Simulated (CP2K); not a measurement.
# MoS2 (R3m) in CP2K: notebook, part 2 of 2

CP2K 2026.2. Earlier steps stand in the parts before.

## Step 3: Band structure, LDA

File mos2_bands.inp:

```
&GLOBAL
  PROJECT mos2_bands
  RUN_TYPE ENERGY_FORCE
  PRINT_LEVEL LOW
&END GLOBAL
&FORCE_EVAL
  METHOD QS
  STRESS_TENSOR ANALYTICAL
  &DFT
    BASIS_SET_FILE_NAME BASIS_MOLOPT_UZH
    POTENTIAL_FILE_NAME GTH_POTENTIALS
    &MGRID
      CUTOFF 450
      REL_CUTOFF 60
      NGRIDS 4
    &END MGRID
    &QS
      METHOD GPW
      EPS_DEFAULT 1.0E-10
    &END QS
    &KPOINTS
      SCHEME MONKHORST-PACK 10 10 10
      GAMMA_CENTERED T
      SYMMETRY T
      SYMMETRY_BACKEND SPGLIB
    &END KPOINTS
    &SCF
      SCF_GUESS ATOMIC
      EPS_SCF 1.0E-6
      MAX_SCF 100
      ADDED_MOS 15
      CHOLESKY OFF
      EPS_EIGVAL 1.0E-7
      &DIAGONALIZATION ON
        ALGORITHM STANDARD
      &END DIAGONALIZATION
      &MIXING ON
        METHOD BROYDEN_MIXING
        ALPHA 0.4
        BETA 1.5
        NBUFFER 8
      &END MIXING
      &SMEAR ON
        METHOD FERMI_DIRAC
        ELECTRONIC_TEMPERATURE 580.23
      &END SMEAR
    &END SCF
    &XC
      &XC_FUNCTIONAL
        &LDA_X
        &END LDA_X
        &LDA_C_PW
        &END LDA_C_PW
      &END XC_FUNCTIONAL
    &END XC
    &PRINT
      &KPOINTS ON
      &END KPOINTS
      &MULLIKEN ON
      &END MULLIKEN
      &MO ON
        ENERGIES T
        OCCUPATION_NUMBERS T
        &EACH
          QS_SCF 0
        &END EACH
        ADD_LAST NUMERIC
      &END MO
      &BAND_STRUCTURE
        FILE_NAME bands.bs
        ADDED_MOS 4
        &KPOINT_SET
          UNITS B_VECTOR
          NPOINTS 8
          SPECIAL_POINT GAMMA 0.00000000 0.00000000 0.00000000
          SPECIAL_POINT L 0.50000000 0.00000000 0.00000000
          SPECIAL_POINT B1 0.50000000 0.18133401 -0.18133401
        &END KPOINT_SET
        &KPOINT_SET
          UNITS B_VECTOR
          NPOINTS 8
          SPECIAL_POINT B 0.81866599 0.50000000 0.18133401
          SPECIAL_POINT Z 0.50000000 0.50000000 0.50000000
          SPECIAL_POINT GAMMA 0.00000000 0.00000000 0.00000000
          SPECIAL_POINT X 0.34066700 0.00000000 -0.34066700
        &END KPOINT_SET
        &KPOINT_SET
          UNITS B_VECTOR
          NPOINTS 8
          SPECIAL_POINT Q 0.65933300 0.34066700 0.00000000
          SPECIAL_POINT F 0.50000000 0.50000000 0.00000000
          SPECIAL_POINT P1 0.65933300 0.65933300 0.18133401
          SPECIAL_POINT Z 0.50000000 0.50000000 0.50000000
        &END KPOINT_SET
        &KPOINT_SET
          UNITS B_VECTOR
          NPOINTS 8
          SPECIAL_POINT L 0.50000000 0.00000000 0.00000000
          SPECIAL_POINT P 0.81866599 0.34066700 0.34066700
        &END KPOINT_SET
      &END BAND_STRUCTURE
    &END PRINT
  &END DFT
  &SUBSYS
    &CELL
      A 6.4149071181 0.0000000000 0.0000000000
      B 5.6365949916 3.0626508508 0.0000000000
      C 5.6365949916 1.4324291105 2.7070236565
      PERIODIC XYZ
    &END CELL
    &COORD
      Mo  0.0000000000 0.0000000000 0.0000000000
      S   7.3759364912 1.8744483439 1.1288288648
      S   4.4220242753 1.1237699903 0.6767559141
    &END COORD
    &KIND Mo
      BASIS_SET TZVP-MOLOPT-PBE-GTH-q14
      POTENTIAL GTH-PADE-q14
    &END KIND
    &KIND S
      BASIS_SET TZVP-MOLOPT-PBE-GTH-q6
      POTENTIAL GTH-PADE-q6
    &END KIND
    &PRINT
      &ATOMIC_COORDINATES ON
      &END ATOMIC_COORDINATES
      &CELL ON
      &END CELL
    &END PRINT
  &END SUBSYS
  &PRINT
    &FORCES ON
    &END FORCES
    &STRESS_TENSOR ON
    &END STRESS_TENSOR
  &END PRINT
&END FORCE_EVAL
```

Potentials or basis: GTH_POTENTIALS Mo GTH-PADE-q14, S GTH-PADE-q6; TZVP-MOLOPT-PBE-GTH basis.

The run is started by

```bash
> OMP_NUM_THREADS=1 cp2k.psmp -i mos2_bands.inp -o mos2_bands.out
```

It took 98 s on 1 thread of Intel Xeon 6975P-C (Granite Rapids), shared host; peak memory 0.63 GiB.

The run converged. Its results:

| Quantity | Value |
| --- | --- |
| Free energy | -2416.7049 eV |
| Pressure | -1.1 GPa |
| Largest force | 0.405 eV/Å |
| Band gap on the k mesh | 0.89 eV, indirect (least direct gap 1.99 eV) |
| Band gap along the path | 0.87 eV, indirect (least direct gap 1.74 eV) |
| Mulliken charges | Mo -0.70; S +0.35, +0.34 e |

Forces in eV/Å, atoms in the order of the input:
```
Mo   0.095  0.024  0.015
S    0.293  0.074  0.045
S   -0.388 -0.099 -0.059
```

Stress tensor (GPa, compression positive):
```
 1.59  1.08  0.65
 1.08 -2.37  0.17
 0.65  0.17 -2.55
```

Levels at the corners of the path, in eV from the valence-band top:
| point | band 10 | band 11 | band 12 | band 13 | band 14 | band 15 | band 16 | band 17 |
| --- | --- | --- | --- | --- | --- | --- | --- | --- |
| Γ | -2.39 | -2.39 | -1.30 | -1.22 | 2.01 | 2.01 | 2.43 | 2.43 |
| L | -4.13 | -2.38 | -1.72 | -1.56 | 1.57 | 1.99 | 3.44 | 3.49 |
| B1 | -4.46 | -3.86 | -2.86 | -0.84 | 0.95 | 2.25 | 3.00 | 4.23 |
| B | -4.46 | -3.86 | -2.86 | -0.84 | 0.95 | 2.25 | 3.00 | 4.23 |
| Z | -3.57 | -2.37 | -2.37 | 0.00 | 2.11 | 2.11 | 2.29 | 2.29 |
| Γ | -2.39 | -2.39 | -1.30 | -1.22 | 2.01 | 2.01 | 2.43 | 2.43 |
| X | -4.47 | -3.78 | -2.91 | -0.82 | 0.92 | 2.26 | 2.98 | 4.24 |
| Q | -4.47 | -3.78 | -2.91 | -0.82 | 0.92 | 2.26 | 2.98 | 4.24 |
| F | -4.06 | -2.97 | -1.90 | -1.38 | 1.53 | 2.12 | 2.97 | 3.92 |
| P1 | -4.07 | -2.84 | -1.86 | -1.41 | 1.53 | 2.15 | 3.03 | 3.81 |
| Z | -3.57 | -2.37 | -2.37 | 0.00 | 2.11 | 2.11 | 2.29 | 2.29 |
| L | -4.13 | -2.38 | -1.72 | -1.56 | 1.57 | 1.99 | 3.44 | 3.49 |
| P | -4.07 | -2.84 | -1.86 | -1.41 | 1.53 | 2.15 | 3.03 | 3.81 |

Caveat: Mulliken charges move with the basis; the basis of atomic orbitals isn't converged, which shifts pressures, moduli and gaps.

## Step 4: Band structure, r2SCAN

mos2_bands.inp, as its differences from that of step 3:

```diff
@@ -10,5 +10,5 @@
     BASIS_SET_FILE_NAME BASIS_MOLOPT_UZH
-    POTENTIAL_FILE_NAME GTH_POTENTIALS
+    POTENTIAL_FILE_NAME POTENTIAL_UZH
     &MGRID
-      CUTOFF 450
+      CUTOFF 675
       REL_CUTOFF 60
@@ -18,3 +18,3 @@
       METHOD GPW
-      EPS_DEFAULT 1.0E-10
+      EPS_DEFAULT 1.0E-9
     &END QS
@@ -44,3 +44,3 @@
         METHOD FERMI_DIRAC
-        ELECTRONIC_TEMPERATURE 580.23
+        ELECTRONIC_TEMPERATURE [K] 300.557
       &END SMEAR
@@ -49,6 +49,6 @@
       &XC_FUNCTIONAL
-        &LDA_X
-        &END LDA_X
-        &LDA_C_PW
-        &END LDA_C_PW
+        &MGGA_X_R2SCAN
+        &END MGGA_X_R2SCAN
+        &MGGA_C_R2SCAN
+        &END MGGA_C_R2SCAN
       &END XC_FUNCTIONAL
@@ -73,3 +73,3 @@
           UNITS B_VECTOR
-          NPOINTS 8
+          NPOINTS 6
           SPECIAL_POINT GAMMA 0.00000000 0.00000000 0.00000000
@@ -80,3 +80,3 @@
           UNITS B_VECTOR
-          NPOINTS 8
+          NPOINTS 6
           SPECIAL_POINT B 0.81866599 0.50000000 0.18133401
@@ -88,3 +88,3 @@
           UNITS B_VECTOR
-          NPOINTS 8
+          NPOINTS 6
           SPECIAL_POINT Q 0.65933300 0.34066700 0.00000000
@@ -96,3 +96,3 @@
           UNITS B_VECTOR
-          NPOINTS 8
+          NPOINTS 6
           SPECIAL_POINT L 0.50000000 0.00000000 0.00000000
@@ -116,8 +116,8 @@
     &KIND Mo
-      BASIS_SET TZVP-MOLOPT-PBE-GTH-q14
-      POTENTIAL GTH-PADE-q14
+      BASIS_SET TZVP-MOLOPT-SCAN-GTH-q14
+      POTENTIAL GTH-SCAN-q14
     &END KIND
     &KIND S
-      BASIS_SET TZVP-MOLOPT-PBE-GTH-q6
-      POTENTIAL GTH-PADE-q6
+      BASIS_SET TZVP-MOLOPT-SCAN-GTH-q6
+      POTENTIAL GTH-SCAN-q6
     &END KIND
```

Potentials or basis: POTENTIAL_UZH Mo GTH-SCAN-q14, S GTH-SCAN-q6; TZVP-MOLOPT-SCAN-GTH basis.

The run is started by

```bash
> OMP_NUM_THREADS=1 cp2k.psmp -i mos2_bands.inp -o mos2_bands.out
```

mos2_bands.out:

```text

 CP2K| version string:                                       CP2K version 2026.2
 CP2K| Input file name                                            mos2_bands.inp

 GLOBAL| Force Environment number                                              1
 GLOBAL| Basis set file name                                    BASIS_MOLOPT_UZH
 GLOBAL| Potential file name                                       POTENTIAL_UZH
 GLOBAL| MM Potential file name                                     MM_POTENTIAL
 GLOBAL| Coordinate file name                                      __STD_INPUT__
 GLOBAL| Method name                                                        CP2K
 GLOBAL| Project name                                                 mos2_bands
 GLOBAL| Run type                                                   ENERGY_FORCE
 GLOBAL| FFT library                                                       FFTW3
[... 6 lines left out ...]
 GLOBAL| Total number of message passing processes                             1
 GLOBAL| Number of threads for this process                                    1
 GLOBAL| CPU model name                                 Intel(R) Xeon(R) 6975P-C

 CELL| Volume [angstrom^3]:                                            53.183867
 CELL| Vector a [angstrom]:       6.415     0.000     0.000   |a| =     6.414907
 CELL| Vector b [angstrom]:       5.637     3.063     0.000   |b| =     6.414907
 CELL| Vector c [angstrom]:       5.637     1.432     2.707   |c| =     6.414907
 CELL| Angle (b,c), alpha [degree]:                                    28.517500
 CELL| Angle (a,c), beta  [degree]:                                    28.517500
 CELL| Angle (a,b), gamma [degree]:                                    28.517500
 CELL| Numerically orthorhombic:                                              NO
 CELL| Periodicity                                                           XYZ
[... 675 lines left out ...]
 KPOINTS| In units of b-vector [2pi/Bohr]
 KPOINTS| Special point     1           B     0.818666     0.500000     0.181334
 KPOINTS| Special point     2           Z     0.500000     0.500000     0.500000
 KPOINTS| Special point     3       GAMMA     0.000000     0.000000     0.000000
 KPOINTS| Special point     4           X     0.340667     0.000000    -0.340667
 KPOINTS| Number of k-points in set    3                                      19
 KPOINTS| In units of b-vector [2pi/Bohr]
 KPOINTS| Special point     1           Q     0.659333     0.340667     0.000000
 KPOINTS| Special point     2           F     0.500000     0.500000     0.000000
 KPOINTS| Special point     3          P1     0.659333     0.659333     0.181334
 KPOINTS| Special point     4           Z     0.500000     0.500000     0.500000
 KPOINTS| Number of k-points in set    4                                       7
 KPOINTS| In units of b-vector [2pi/Bohr]
 KPOINTS| Special point     1           L     0.500000     0.000000     0.000000
 KPOINTS| Special point     2           P     0.818666     0.340667     0.340667

 ENERGY| Total FORCE_EVAL ( QS ) energy [hartree]            -88.226637701377740

 FORCES| Atomic forces [hartree/bohr]
 FORCES|   Atom     x               y               z               |f|
 FORCES|      1  1.68668494E-03  4.28655657E-04  2.58131481E-04   1.75934182E-03
 FORCES|      2  8.98783931E-03  2.28407162E-03  1.37550767E-03   9.37498053E-03
 FORCES|      3 -1.06760742E-02 -2.71312137E-03 -1.63387619E-03   1.11359391E-02
 FORCES| Sum    -1.54996821E-06 -3.94086114E-07 -2.37039377E-07
 FORCES| Total atomic force                                       1.61675384E-06

 STRESS| Analytical stress tensor [bar]
 STRESS|                        x                   y                   z
 STRESS|      x        6.37020623156E+04   2.98721240833E+03   1.79904919593E+03
 STRESS|      y        2.98721240833E+03   5.27063761324E+04   4.57168978833E+02
 STRESS|      z        1.79904919593E+03   4.57168978833E+02   5.22225727835E+04
 STRESS| 1/3 Trace                                             5.62103370772E+04
 STRESS| Determinant                                           1.74692548399E+14

 STRESS| Eigenvectors and eigenvalues of the analytical stress tensor [bar]
 STRESS|                        1                   2                   3
 STRESS| Eigenvalues   5.19472220207E+04   5.19472575028E+04   6.47365317080E+04
 STRESS|      x          -0.257924720745     -0.119834692564      0.958704586871
 STRESS|      y           0.527422126677      0.813922138890      0.243632206648
 STRESS|      z           0.809506478492     -0.568480780927      0.146727171980
```

bands.bs:

```text
# Set 1: 3 special points, 13 k-points, 32 bands
#  Special point 1          0.00000000     0.00000000     0.00000000  GAMMA
#  Special point 2          0.50000000     0.00000000     0.00000000  L
#  Special point 3          0.50000000     0.18133401    -0.18133401  B1
#  Point 1      Spin 1:     0.00000000     0.00000000     0.00000000       0.07692308
#   Band    Energy [eV]     Occupation
       1   -54.51137312     2.00000000
       2   -28.08427185     2.00000000
[... 1094 lines left out ...]
#  Point 1      Spin 1:     0.65933300     0.34066700     0.00000000       0.05263158
#   Band    Energy [eV]     Occupation
       1   -54.45637691     2.00000000
       2   -28.18430365     2.00000000
       3   -28.12294892     2.00000000
       4   -27.97812612     2.00000000
       5    -4.52451329     2.00000000
       6    -4.48954760     2.00000000
[... 364 lines left out ...]
      31    32.29139068     0.00000000
      32    32.60404242     0.00000000
#  Point 12
```

Run time: 3.5 min. Hardware: 1 thread of Intel Xeon 6975P-C (Granite Rapids), shared host; peak memory 1.1 GiB.

What came out:

| Item | Value |
| --- | --- |
| Free energy | -2400.7689 eV |
| Pressure | 5.6 GPa |
| Largest force | 0.573 eV/Å |
| Band gap on the k mesh | 1.08 eV, indirect (least direct gap 2.11 eV) |
| Band gap along the path | 1.00 eV, indirect (least direct gap 1.86 eV) |
| Mulliken charges | Mo -0.09; S +0.05 e |

Forces in eV/Å, atoms in the order of the input:
```
Mo   0.087  0.022  0.013
S    0.462  0.117  0.071
S   -0.549 -0.140 -0.084
```

Levels at the corners of the path, in eV from the valence-band top:
```
point  band 10  band 11  band 12  band 13  band 14  band 15  band 16  band 17
    Γ    -2.55    -2.55    -1.42    -1.20     2.16     2.16     2.55     2.55
    L    -4.35    -2.53    -1.86    -1.54     1.68     2.13     3.70     3.76
   B1    -4.64    -3.98    -3.02    -0.88     1.03     2.52     3.19     4.52
    B    -4.64    -3.98    -3.02    -0.88     1.03     2.52     3.19     4.52
    Z    -3.68    -2.52    -2.52     0.00     2.25     2.25     2.42     2.42
    Γ    -2.55    -2.55    -1.42    -1.20     2.16     2.16     2.55     2.55
    X    -4.65    -3.89    -3.08    -0.86     1.00     2.52     3.18     4.53
    Q    -4.65    -3.89    -3.08    -0.86     1.00     2.52     3.18     4.53
    F    -4.27    -3.11    -2.04    -1.37     1.63     2.25     3.31     4.12
   P1    -4.29    -2.98    -2.00    -1.40     1.64     2.27     3.37     4.01
    Z    -3.68    -2.52    -2.52     0.00     2.25     2.25     2.42     2.42
    L    -4.35    -2.53    -1.86    -1.54     1.68     2.13     3.70     3.76
    P    -4.29    -2.98    -2.00    -1.40     1.64     2.27     3.37     4.01
```

Caveat: Mulliken charges move with the basis; the mesh misses the band edges, which the band path finds closer together; the basis of atomic orbitals isn't converged, which shifts pressures, moduli and gaps.

## Step 5: Band structure, TB-mBJ

mos2_bands.inp, as its differences from that of step 4:

```diff
@@ -2,3 +2,3 @@
   PROJECT mos2_bands
-  RUN_TYPE ENERGY_FORCE
+  RUN_TYPE ENERGY
   PRINT_LEVEL LOW
@@ -7,3 +7,2 @@
   METHOD QS
-  STRESS_TENSOR ANALYTICAL
   &DFT
@@ -18,3 +17,3 @@
       METHOD GPW
-      EPS_DEFAULT 1.0E-9
+      EPS_DEFAULT 1.0E-10
     &END QS
@@ -44,3 +43,3 @@
         METHOD FERMI_DIRAC
-        ELECTRONIC_TEMPERATURE [K] 300.557
+        ELECTRONIC_TEMPERATURE [K] 580.226
       &END SMEAR
@@ -49,6 +48,6 @@
       &XC_FUNCTIONAL
-        &MGGA_X_R2SCAN
-        &END MGGA_X_R2SCAN
-        &MGGA_C_R2SCAN
-        &END MGGA_C_R2SCAN
+        &MGGA_X_TB09
+        &END MGGA_X_TB09
+        &LDA_C_PW
+        &END LDA_C_PW
       &END XC_FUNCTIONAL
@@ -68,2 +67,7 @@
       &END MO
+      &LOWDIN ON
+      &END LOWDIN
+      &HIRSHFELD ON
+        SHAPE_FUNCTION DENSITY
+      &END HIRSHFELD
       &BAND_STRUCTURE
@@ -73,3 +77,3 @@
           UNITS B_VECTOR
-          NPOINTS 6
+          NPOINTS 8
           SPECIAL_POINT GAMMA 0.00000000 0.00000000 0.00000000
@@ -80,3 +84,3 @@
           UNITS B_VECTOR
-          NPOINTS 6
+          NPOINTS 8
           SPECIAL_POINT B 0.81866599 0.50000000 0.18133401
@@ -88,3 +92,3 @@
           UNITS B_VECTOR
-          NPOINTS 6
+          NPOINTS 8
           SPECIAL_POINT Q 0.65933300 0.34066700 0.00000000
@@ -96,3 +100,3 @@
           UNITS B_VECTOR
-          NPOINTS 6
+          NPOINTS 8
           SPECIAL_POINT L 0.50000000 0.00000000 0.00000000
@@ -111,13 +115,14 @@
     &COORD
+      SCALED
       Mo  0.0000000000 0.0000000000 0.0000000000
-      S   7.3759364912 1.8744483439 1.1288288648
-      S   4.4220242753 1.1237699903 0.6767559141
+      S   0.4170000000 0.4170000000 0.4170000000
+      S   0.2500000000 0.2500000000 0.2500000000
     &END COORD
     &KIND Mo
-      BASIS_SET TZVP-MOLOPT-SCAN-GTH-q14
-      POTENTIAL GTH-SCAN-q14
+      BASIS_SET TZVP-MOLOPT-PBE-GTH-q14
+      POTENTIAL GTH-PBE-q14
     &END KIND
     &KIND S
-      BASIS_SET TZVP-MOLOPT-SCAN-GTH-q6
-      POTENTIAL GTH-SCAN-q6
+      BASIS_SET TZVP-MOLOPT-PBE-GTH-q6
+      POTENTIAL GTH-PBE-q6
     &END KIND
@@ -128,2 +133,4 @@
       &END CELL
+      &SYMMETRY ON
+      &END SYMMETRY
     &END PRINT
@@ -133,4 +140,2 @@
     &END FORCES
-    &STRESS_TENSOR ON
-    &END STRESS_TENSOR
   &END PRINT
```

Potentials or basis: POTENTIAL_UZH Mo GTH-PBE-q14, S GTH-PBE-q6; TZVP-MOLOPT-PBE-GTH basis.

The run is started by

```bash
> OMP_NUM_THREADS=1 cp2k.psmp -i mos2_bands.inp -o mos2_bands.out
```

Run time: 11 min. Hardware: 1 thread of Intel Xeon 6975P-C (Granite Rapids), shared host; peak memory 1.2 GiB.

It converged, with:

```
Band gap on the k mesh  : 1.07 eV, indirect (least direct gap 1.96 eV)
Band gap along the path : 1.01 eV, indirect (least direct gap 1.73 eV)
Mulliken charges        : Mo +0.04; S -0.02 e
Hirshfeld charges       : Mo +0.20; S -0.10 e
```

Levels at the corners of the path, in eV from the valence-band top:
```csv
point,band 11,band 12,band 13,band 14,band 15,band 16
Γ,-2.37,-1.26,-1.15,2.18,2.18,2.59
L,-2.37,-1.62,-1.38,1.63,2.09,3.63
B1,-3.73,-2.84,-0.73,1.04,2.42,3.08
B,-3.73,-2.84,-0.73,1.04,2.42,3.08
Z,-2.34,-2.34,0.00,2.27,2.27,2.45
Γ,-2.37,-1.26,-1.15,2.18,2.18,2.59
X,-3.64,-2.90,-0.71,1.01,2.42,3.07
Q,-3.64,-2.90,-0.71,1.01,2.42,3.07
F,-2.93,-1.79,-1.21,1.58,2.21,3.21
P1,-2.80,-1.76,-1.24,1.58,2.23,3.27
Z,-2.34,-2.34,0.00,2.27,2.27,2.45
L,-2.37,-1.62,-1.38,1.63,2.09,3.63
P,-2.80,-1.76,-1.24,1.58,2.23,3.27
```

Caveat: Mulliken charges move with the basis; this is a model potential without an energy functional, so only levels have meaning; the potentials were made for another functional, which shifts forces and pressure; the basis of atomic orbitals isn't converged, which shifts pressures, moduli and gaps.

## Step 6: Summary

| level | potentials or basis | smearing | EPS_DEFAULT | points a segment of the path (NPOINTS) | bands added on the path | CUTOFF of the grids | gap on the mesh (eV) | pressure (GPa) | largest force (eV/Å) |
| --- | --- | --- | --- | --- | --- | --- | --- | --- | --- |
| PBEsol | POTENTIAL_UZH Mo GTH-PBE-q14, S GTH-PBE-q6; TZVP-MOLOPT-PBE-GTH basis | fermi-dirac 0.05 eV | 1.0E-9 | 8 | 6 | 450 Ry | 0.91 | 2.7 | 0.56 |
| LDA | GTH_POTENTIALS Mo GTH-PADE-q14, S GTH-PADE-q6; TZVP-MOLOPT-PBE-GTH basis | fermi-dirac 0.05 eV | 1.0E-10 | 8 | 4 | 450 Ry | 0.89 | -1.1 | 0.40 |
| r2SCAN | POTENTIAL_UZH Mo GTH-SCAN-q14, S GTH-SCAN-q6; TZVP-MOLOPT-SCAN-GTH basis | fermi-dirac 0.0259 eV | 1.0E-9 | 6 | 4 | 675 Ry | 1.08 | 5.6 | 0.57 |
| TB-mBJ | POTENTIAL_UZH Mo GTH-PBE-q14, S GTH-PBE-q6; TZVP-MOLOPT-PBE-GTH basis | fermi-dirac 0.05 eV | 1.0E-10 | 8 | 4 | 675 Ry | 1.07 | - | - |

Alike in all rows: task band structure; no spin polarisation; cell as given; k mesh 10 × 10 × 10.

Caveats: the basis of atomic orbitals isn't converged, which shifts pressures, moduli and gaps; the potentials were made for another functional, which shifts forces and pressure (some runs); the mesh misses the band edges, which the band path finds closer together (some runs); this is a model potential without an energy functional, so only levels have meaning (some runs).

Total energies depend on the potentials used, so only differences within one code and one set of settings carry meaning.
